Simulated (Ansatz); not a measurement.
Crystal: BaTiO3.

```
CELL_PARAMETERS angstrom
2.82737 1.63238 2.31839
-2.82737 1.63238 2.31839
0.00000 -3.26476 2.31839
ATOMIC_POSITIONS crystal
Ba 0.00000 0.00000 0.00000
Ti 0.48450 0.48450 0.48450
O 0.50860 0.01750 0.50860
O 0.01750 0.50860 0.50860
O 0.50860 0.50860 0.01750
```

Base run:

```yaml
Program: Ansatz 0.2.0
Functional: PBE0
Potentials_or_basis: Ansatz PAW
Cutoff: 420 eV
Density_cutoff: 1680 eV
k_mesh: 6 × 6 × 6
Occupations: fermi-dirac, width 0.05 eV
Spin: no spin polarisation
```

Its results: band gap on the k mesh 4.64 eV, indirect (least direct gap 4.99 eV); largest force 0.144 eV/Å.

Problem. The run is repeated on the same cell with these changes: functional from PBE0 to HSE06. What comes out?

Solution. Band gap on the k mesh 3.89 eV, indirect (least direct gap 4.25 eV); largest force 0.144 eV/Å.

Caveats: spin-orbit coupling is left out, which moves the levels of the heavy elements; the PAW data sets come from PBE, with cores solved anew for the run's functional, which leaves a small shift of forces and pressure.

Not every run made on this cell is shown here.
